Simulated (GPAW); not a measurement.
# Ta (Im-3m) in GPAW: further runs

The runs below take Ta through single point, with PBE.

All numbers are computed with GPAW 26.7.0; they aren't measurements. Logs are shortened: lines on timing, memory, paths and dates and some standing lists are left out, and cuts for length are marked. The log counts tension as positive stress, the text compression.

## 1. The structure

Symmetry: Im-3m, No. 229, cubic system. Conventional cell: a = 3.303 Å, b = 3.303 Å, c = 3.303 Å, α = 90.00°, β = 90.00°, γ = 90.00°. Ta (site symmetry m-3m) has 8 Ta at 2.86 Å as nearest neighbours.

## 2. Single point, PBE

run.py

```python
from ase.dft.bandgap import bandgap
from ase.io import read, write
from ase.units import Bohr, GPa
from gpaw import GPAW, PW
from gpaw.elf import elf_from_dft_calculation

atoms = read('Ta.xyz')

calc = GPAW(mode=PW(600),
            xc='PBE',
            kpts={'size': (11, 11, 11), 'gamma': True},
            occupations={'name': 'methfessel-paxton', 'order': 0, 'width': 0.013000000000000001},
            nbands=15,
            convergence={'density': 1e-05, 'energy': 1e-05},
            maxiter=150,
            txt='gpaw.txt')
atoms.calc = calc
energy = atoms.get_potential_energy()
forces = atoms.get_forces()
stress = atoms.get_stress()
calc.write('gs.gpw')
write('result.traj', atoms)
print(f'Energy: {energy:.6f} eV')
print('Forces (eV/A):')
print(forces.round(4))
print('Stress (GPa):', (stress / GPa).round(3))
print('Fermi level:', round(calc.get_fermi_level(), 4), 'eV')
print(f'Gap: {bandgap(calc)[0]:.4f} eV, direct: {bandgap(calc, direct=True)[0]:.4f} eV')

# fields on the real-space grid
write('density.cube', atoms, data=calc.get_pseudo_density() * Bohr**3)
write('potential.cube', atoms, data=calc.get_electrostatic_potential())
write('elf.cube', atoms, data=elf_from_dft_calculation(calc).data)
```

Ta.xyz

```xyz
1
Lattice="-1.6512800000 1.6512800000 1.6512800000 1.6512800000 -1.6512800000 1.6512800000 1.6512800000 1.6512800000 -1.6512800000" Properties=species:S:1:pos:R:3 pbc="T T T"
Ta     0.0000000000      0.0000000000      0.0000000000
```

Potentials or basis: GPAW PAW data sets (gpaw-data 1.2.1), pw.

Started as:

```console
$ OMP_NUM_THREADS=1 python run.py
```

gpaw.txt:

```text
__  _  _
 | _ |_)|_||  |
 |__||  | ||/\| - 26.7.0

Input parameters:
  mode=PW(ecut=600.0),
  convergence={'density': 1e-05, 'energy': 1e-05},
  kpts=MonkhorstPack(size=(11, 11, 11), gamma=True),
  maxiter=150,
  nbands=15,
  occupations=Occupations(name='methfessel-paxton', order=0, width=0.013000000000000001),
  xc=XC(name='PBE')

Diagonalizing LCAO Hamiltonian
Converting LCAO to pw mode

       Ta

Atoms  # Å, Bohr magnetons
|   | symbol |        x |        y |        z |    initial magnetic moments |
|---|--------|----------|----------|----------|-----------------------------|
| 0 |     Ta | 0.000000 | 0.000000 | 0.000000 | ( 0.0000,  0.0000,  0.0000) |

Unit cell  # Å
| periodic |         x |         y |         z |  lengths |     angles |
|----------|-----------|-----------|-----------|----------|------------|
|      yes | -1.651280 |  1.651280 |  1.651280 | 2.860101 | 109.471221 |
|      yes |  1.651280 | -1.651280 |  1.651280 | 2.860101 | 109.471221 |
|      yes |  1.651280 |  1.651280 | -1.651280 | 2.860101 | 109.471221 |

Number of symmetries: 48
Symmetry operations  # r_c * U_cc + t_c -> r_c
|    | kind |            matrix            |
|----|------|------------------------------|
|  0 |  σ   |  1, 1, 1,  0, 0,-1,  0,-1, 0 |
|  1 |  C4  |  1, 1, 1,  0, 0,-1, -1, 0, 0 |
|  2 |  C2  |  1, 1, 1,  0,-1, 0,  0, 0,-1 |
|  3 |  S6  |  1, 1, 1,  0,-1, 0, -1, 0, 0 |
|  4 |  S6  |  1, 1, 1, -1, 0, 0,  0, 0,-1 |
|  5 |  C4  |  1, 1, 1, -1, 0, 0,  0,-1, 0 |
|  6 |  E   |  1, 0, 0,  0, 1, 0,  0, 0, 1 |
|  7 |  σ   |  1, 0, 0,  0, 1, 0, -1,-1,-1 |
|  8 |  σ   |  1, 0, 0,  0, 0, 1,  0, 1, 0 |
|  9 |  C3  |  1, 0, 0,  0, 0, 1, -1,-1,-1 |
| 10 |  C3  |  1, 0, 0, -1,-1,-1,  0, 1, 0 |
| 11 |  σ   |  1, 0, 0, -1,-1,-1,  0, 0, 1 |
| 12 |  σ   |  0, 1, 0,  1, 0, 0,  0, 0, 1 |
| 13 |  C2  |  0, 1, 0,  1, 0, 0, -1,-1,-1 |
| 14 |  C3  |  0, 1, 0,  0, 0, 1,  1, 0, 0 |
| 15 |  S4  |  0, 1, 0,  0, 0, 1, -1,-1,-1 |
| 16 |  S4  |  0, 1, 0, -1,-1,-1,  1, 0, 0 |
| 17 |  C3  |  0, 1, 0, -1,-1,-1,  0, 0, 1 |
| 18 |  C3  |  0, 0, 1,  1, 0, 0,  0, 1, 0 |
| 19 |  S4  |  0, 0, 1,  1, 0, 0, -1,-1,-1 |
| 20 |  σ   |  0, 0, 1,  0, 1, 0,  1, 0, 0 |
| 21 |  C3  |  0, 0, 1,  0, 1, 0, -1,-1,-1 |
| 22 |  C2  |  0, 0, 1, -1,-1,-1,  1, 0, 0 |
| 23 |  S4  |  0, 0, 1, -1,-1,-1,  0, 1, 0 |
| 24 |  C4  |  0, 0,-1,  1, 1, 1,  0,-1, 0 |
| 25 |  σ   |  0, 0,-1,  1, 1, 1, -1, 0, 0 |
| 26 |  S6  |  0, 0,-1,  0,-1, 0,  1, 1, 1 |
| 27 |  C2  |  0, 0,-1,  0,-1, 0, -1, 0, 0 |
| 28 |  C4  |  0, 0,-1, -1, 0, 0,  1, 1, 1 |
| 29 |  S6  |  0, 0,-1, -1, 0, 0,  0,-1, 0 |
| 30 |  S6  |  0,-1, 0,  1, 1, 1,  0, 0,-1 |
| 31 |  C4  |  0,-1, 0,  1, 1, 1, -1, 0, 0 |
| 32 |  C4  |  0,-1, 0,  0, 0,-1,  1, 1, 1 |
| 33 |  S6  |  0,-1, 0,  0, 0,-1, -1, 0, 0 |
| 34 |  σ   |  0,-1, 0, -1, 0, 0,  1, 1, 1 |
| 35 |  C2  |  0,-1, 0, -1, 0, 0,  0, 0,-1 |
| 36 |  C2  | -1, 0, 0,  1, 1, 1,  0, 0,-1 |
| 37 |  S6  | -1, 0, 0,  1, 1, 1,  0,-1, 0 |
| 38 |  S6  | -1, 0, 0,  0, 0,-1,  1, 1, 1 |
| 39 |  C2  | -1, 0, 0,  0, 0,-1,  0,-1, 0 |
| 40 |  C2  | -1, 0, 0,  0,-1, 0,  1, 1, 1 |
| 41 |  i   | -1, 0, 0,  0,-1, 0,  0, 0,-1 |
| 42 |  S4  | -1,-1,-1,  1, 0, 0,  0, 1, 0 |
| 43 |  C3  | -1,-1,-1,  1, 0, 0,  0, 0, 1 |
| 44 |  C3  | -1,-1,-1,  0, 1, 0,  1, 0, 0 |
| 45 |  σ   | -1,-1,-1,  0, 1, 0,  0, 0, 1 |
| 46 |  S4  | -1,-1,-1,  0, 0, 1,  1, 0, 0 |
| 47 |  C2  | -1,-1,-1,  0, 0, 1,  0, 1, 0 |

BZ-sampling:
  Number of BZ points: 1331
  Number of IBZ points: 56

  Monkhorst-Pack size: [11, 11, 11]
  Monkhorst-Pack shift: [0, 0, 0]

K-points  # in reciprocal-cell coordinates
|     |                                coordinates |     weight |
|-----|--------------------------------------------|------------|
|   0 | (  0.00000000,   0.00000000,   0.00000000) | 0.00075131 |
|   1 | (  0.09090909,   0.00000000,   0.00000000) | 0.00901578 |
|   2 | (  0.09090909,   0.09090909,  -0.09090909) | 0.00450789 |
|   3 | (  0.18181818,   0.00000000,  -0.09090909) | 0.01803156 |
|   4 | (  0.18181818,   0.00000000,   0.00000000) | 0.00901578 |
|   5 | (  0.18181818,   0.09090909,  -0.09090909) | 0.01803156 |
|   6 | (  0.18181818,   0.18181818,  -0.18181818) | 0.00450789 |
|   7 | (  0.27272727,  -0.09090909,  -0.09090909) | 0.00601052 |
|   8 | (  0.27272727,   0.00000000,  -0.09090909) | 0.03606311 |
|   9 | (  0.27272727,   0.00000000,   0.00000000) | 0.00901578 |
| ... |                                            |            |
|  55 | (  0.45454545,   0.45454545,   0.45454545) | 0.00601052 |

Plane wave coefficients: 615
Cutoff: 600.0 eV

Spin-components: 1 (collinear spins)
Bands:           15
Projectors:      6
Spin-degeneracy: 2
Datatype:        complex128

Parallelization:
  kpt:    1
  domain: 1
  band:   1

Density:
  Valence electrons: 13.0
  Components: 1
  Grid points: [18 18 18]
  Charge: 0.0  # |e|

Potential:
  Grid points: [18 18 18]

species:
  Ta:
    name:    Tantalum
    Z:       73.0
    valence: 13
    core:    60
    charge:  0.0  # [|e|]
    compensation charges:
      type: gauss
      rc: 0.42  # [Å]
      lmax: 2
    cutoffs:
      filter: 2.36  # [Å]
      core: 3.45  # [Å]
    projectors
    | kind |    occ | energy [eV] | rcut [Å] |
    |------|--------|-------------|----------|
    |   5s |  2.000 |     -72.790 |    1.365 |
    |   6s |  2.000 |      -5.429 |    1.365 |
    |   5p |  6.000 |     -39.427 |    1.349 |
    |   6p |  0.000 |      -1.396 |    1.349 |
    |   5d |  3.000 |      -3.603 |    1.307 |
    |    d |        |      23.609 |    1.307 |

    Using partial waves for Ta as LCAO basis

Reference energy: -424172.441401  # eV

eigensolver:
  PPCG
  Converge bands: occupied
  niter=2

density mixing:
  MSR1-Mixer
  Pratt-step length: 0.05
  Maximum mixing coefficient: 0.75
  Old densities: 10
  SVD Regularization: 0.005
  Good broyden scale: 1.0
  Trust region scale: 1.0
  Backstep threshold: 4.0
  History deletion threshold: 6.0
  Fourier metric: weight=20.0, sigma=0.015

occupation numbers:
  Methfessel-Paxton:
    width: 0.0130  # eV
    order: 0

poisson solver:
  ecut: 4800.0  # eV

xc functional:
  name: PBE with 2 nearest neighbor stencil

convergence criteria:
- Maximum integral of absolute [dens]ity change: 1e-05 electrons / valence electron
- Maximum [total energy] change in last 3 cyles: 1e-05 eV / valence electron
- Maximum integral of absolute [eigenst]ate change: 4e-08 eV^2 / valence electron
maximum number of iterations: 150

SCF iterations
|iter     | |      energy | eigst |  dens |
|---------|-|-------------|-------|-------|
|iter:   1| |  -10.011501 | -0.12 |       |
|iter:   2| |   -9.985994 | -3.17 | -1.29 |
|iter:   3| |   -9.865131 | -2.08 | -1.32 |
|iter:   4| |   -9.869995 | -3.48 | -2.00 |
|iter:   5| |   -9.871620 | -4.33 | -2.37 |
|iter:   6| |   -9.871619 | -6.99 | -3.71 |
|iter:   7| |   -9.871619c| -7.71c| -4.26 |
|iter:   8| |   -9.871619c| -9.63c| -5.53c|

Converged in 8 steps
Energy contributions relative to reference atoms: (reference = -424172.441401)

Energy contributions:
  Kinetic:           8.085607
  Coulomb:          -8.499082
  Zero:             -0.251465
  External:          0.000000
  Xc:               -9.206659
  Entropy:          -0.000040
  Spinorbit:         0.000000
  ----------------------------
  Free energy:      -9.871639
  Extrapolated:     -9.871619

dipole moment: (-5.931426, -5.931426, -5.931426)  # |e|*Ang

Fermi level: 11.771
Eigenvalues  # (at kpt = [0.000, 0.000, 0.000])
| band index |      eig [eV] | occ [0-2] |
|------------|---------------|-----------|
|          0 |       -55.131 |     2.000 |
|          1 |       -21.281 |     2.000 |
|          2 |       -21.281 |     2.000 |
|          3 |       -21.281 |     2.000 |
|          4 |         3.948 |     2.000 |
|          5 |        12.559 |     0.000 |
|          6 |        12.559 |     0.000 |
|          7 |        12.559 |     0.000 |
|          8 |        15.800 |     0.000 |
|          9 |        15.800 |     0.000 |
|         10 |        26.663 |     0.000 |
|         11 |        26.663 |     0.000 |
|         12 |        26.663 |     0.000 |
|        ... |               |           |
|         14 |        37.752 |     0.000 |

No gap
No difference between direct/indirect transitions

Forces  # eV/Ang
|       x |       y |        z |
|---------|---------|----------|
| 0.00000 | 0.00000 | -0.00000 |  # Ta   0

Stress tensor  # eV/Ang^3
|         x |         y |         z |
|-----------|-----------|-----------|
| -0.014556 |  0.000000 |  0.000000 |
|  0.000000 | -0.014556 |  0.000000 |
|  0.000000 |  0.000000 | -0.014556 |

# Writing to gs.gpw (mode='')
```

Wall time 13 s (1 thread of Arm Neoverse V1, shared host); peak memory 0.14 GiB.

Results:

| Item | Value |
| --- | --- |
| Free energy | -9.8716 eV |
| Pressure | 2.3 GPa |
| Band gap on the k mesh | none (metal or under the smearing width) |

Levels at points of the mesh, in eV from the Fermi level:
| k point | band 2 | band 3 | band 4 | band 5 | band 6 | band 7 | band 8 | band 9 | band 10 | band 11 |
| --- | --- | --- | --- | --- | --- | --- | --- | --- | --- | --- |
| (0.00, 0.00, 0.00) | -33.05 | -33.05 | -33.05 | -7.82 | 0.79 | 0.79 | 0.79 | 4.03 | 4.03 | 14.89 |

The run has no spin-orbit coupling, so splittings on Ta are missing.

## 3. Single point, PBE

run.py

```python
from ase.dft.bandgap import bandgap
from ase.io import read, write
from ase.units import GPa
from gpaw import GPAW, PW

atoms = read('Ta.xyz')

calc = GPAW(mode=PW(600),
            xc='PBE',
            kpts={'size': (11, 11, 11), 'gamma': True},
            occupations={'name': 'methfessel-paxton', 'order': 0, 'width': 0.014},
            nbands=15,
            convergence={'density': 1e-05, 'energy': 1e-05},
            maxiter=150,
            txt='gpaw.txt')
atoms.calc = calc
energy = atoms.get_potential_energy()
forces = atoms.get_forces()
stress = atoms.get_stress()
calc.write('gs.gpw')
write('result.traj', atoms)
print(f'Energy: {energy:.6f} eV')
print('Forces (eV/A):')
print(forces.round(4))
print('Stress (GPa):', (stress / GPa).round(3))
print('Fermi level:', round(calc.get_fermi_level(), 4), 'eV')
print(f'Gap: {bandgap(calc)[0]:.4f} eV, direct: {bandgap(calc, direct=True)[0]:.4f} eV')
```

Ta.xyz is that of step 2.

Potentials or basis: GPAW PAW data sets (gpaw-data 1.2.1), pw.

Started as:

```console
$ OMP_NUM_THREADS=1 python run.py
```

It took 13 s on 1 thread of Arm Neoverse V1, shared host; peak memory 0.14 GiB.

It converged, with:

| Quantity | Value |
| --- | --- |
| Free energy | -9.8716 eV |
| Pressure | 2.3 GPa |
| Band gap on the k mesh | none (metal or under the smearing width) |

Levels at points of the mesh, in eV from the Fermi level:
```
           k point  band 3  band 4  band 5  band 6  band 7  band 8  band 9  band 10
(0.00, 0.00, 0.00)  -33.05  -33.05   -7.82    0.79    0.79    0.79    4.03     4.03
```

Spin-orbit coupling is left out, which matters for the levels of Ta.

## 4. Single point, PBE

Changes to run.py since step 3:

```diff
@@ -1,3 +1,4 @@
+from ase import Atoms
 from ase.dft.bandgap import bandgap
-from ase.io import read, write
+from ase.io import write
 from ase.units import GPa
@@ -5,3 +6,8 @@
 
-atoms = read('Ta.xyz')
+atoms = Atoms(['Ta'],
+              cell=[[-1.65128, 1.65128, 1.65128],
+                    [1.65128, -1.65128, 1.65128],
+                    [1.65128, 1.65128, -1.65128]],
+              scaled_positions=[[0.0, 0.0, 0.0]],
+              pbc=True)
 
@@ -10,3 +16,3 @@
             kpts={'size': (11, 11, 11), 'gamma': True},
-            occupations={'name': 'methfessel-paxton', 'order': 0, 'width': 0.014},
+            occupations={'name': 'methfessel-paxton', 'order': 0, 'width': 0.015},
             nbands=15,
```

Started as:

```console
$ OMP_NUM_THREADS=1 python run.py
```

Run time: 12 s. Hardware: 1 thread of Arm Neoverse V1, shared host; peak memory 0.14 GiB.

It converged, with:

```
Free energy            : -9.8716 eV
Pressure               : 2.3 GPa
Band gap on the k mesh : none (metal or under the smearing width)
```

Levels at points of the mesh, in eV from the Fermi level:
| k point | band 2 | band 3 | band 4 | band 5 | band 6 | band 7 | band 8 | band 9 | band 10 | band 11 |
| --- | --- | --- | --- | --- | --- | --- | --- | --- | --- | --- |
| (0.00, 0.00, 0.00) | -33.05 | -33.05 | -33.05 | -7.83 | 0.79 | 0.79 | 0.79 | 4.03 | 4.03 | 14.89 |

## 5. Single point, PBE

Changes to run.py since step 4:

```diff
@@ -3,4 +3,5 @@
 from ase.io import write
-from ase.units import GPa
+from ase.units import Bohr, GPa
 from gpaw import GPAW, PW
+from gpaw.elf import elf_from_dft_calculation
 
@@ -16,3 +17,3 @@
             kpts={'size': (11, 11, 11), 'gamma': True},
-            occupations={'name': 'methfessel-paxton', 'order': 0, 'width': 0.015},
+            occupations={'name': 'methfessel-paxton', 'order': 0, 'width': 0.016},
             nbands=15,
@@ -33 +34,6 @@
 print(f'Gap: {bandgap(calc)[0]:.4f} eV, direct: {bandgap(calc, direct=True)[0]:.4f} eV')
+
+# fields on the real-space grid
+write('density.cube', atoms, data=calc.get_pseudo_density() * Bohr**3)
+write('potential.cube', atoms, data=calc.get_electrostatic_potential())
+write('elf.cube', atoms, data=elf_from_dft_calculation(calc).data)
```

Started as:

```console
$ OMP_NUM_THREADS=1 python run.py
```

It took 13 s on 1 thread of Arm Neoverse V1, shared host; peak memory 0.14 GiB.

The run converged. Its results:

* Free energy: -9.8716 eV
* Pressure: 2.3 GPa
* Band gap on the k mesh: none (metal or under the smearing width)

Levels at points of the mesh, in eV from the Fermi level:
```tsv
k point	band 2	band 3	band 4	band 5	band 6	band 7	band 8	band 9	band 10	band 11
(0.00, 0.00, 0.00)	-33.05	-33.05	-33.05	-7.83	0.78	0.78	0.78	4.03	4.03	14.89
```

The run has no spin-orbit coupling, so splittings on Ta are missing.

## 6. Single point, PBE

Changes to run.py since step 5:

```diff
@@ -17,3 +17,3 @@
             kpts={'size': (11, 11, 11), 'gamma': True},
-            occupations={'name': 'methfessel-paxton', 'order': 0, 'width': 0.016},
+            occupations={'name': 'methfessel-paxton', 'order': 0, 'width': 0.017},
             nbands=15,
```

Potentials or basis: GPAW PAW data sets (gpaw-data 1.2.1), pw.

Started as:

```console
$ OMP_NUM_THREADS=1 python run.py
```

It took 13 s on 1 thread of Arm Neoverse V1, shared host; peak memory 0.14 GiB.

Results (log left out):

- Free energy: -9.8717 eV
- Pressure: 2.3 GPa
- Band gap on the k mesh: none (metal or under the smearing width)

Levels at points of the mesh, in eV from the Fermi level:
| k point | band 3 | band 4 | band 5 | band 6 | band 7 | band 8 | band 9 | band 10 |
| --- | --- | --- | --- | --- | --- | --- | --- | --- |
| (0.00, 0.00, 0.00) | -33.06 | -33.06 | -7.83 | 0.78 | 0.78 | 0.78 | 4.02 | 4.02 |

## 7. Overview

```csv
smearing,gap on the mesh (eV),pressure (GPa)
gaussian 0.013 eV,none,2.3
gaussian 0.014 eV,none,2.3
gaussian 0.015 eV,none,2.3
gaussian 0.016 eV,none,2.3
gaussian 0.017 eV,none,2.3
```

Alike in all rows: task single point; level PBE; potentials or basis GPAW PAW data sets (gpaw-data 1.2.1), pw; no spin polarisation; cell as given; k mesh 11 × 11 × 11; cutoff (eV) 600.

Every run on the cell as given and a fine mesh finds a metal.

Absolute energies hang on the potentials; compare differences alone.
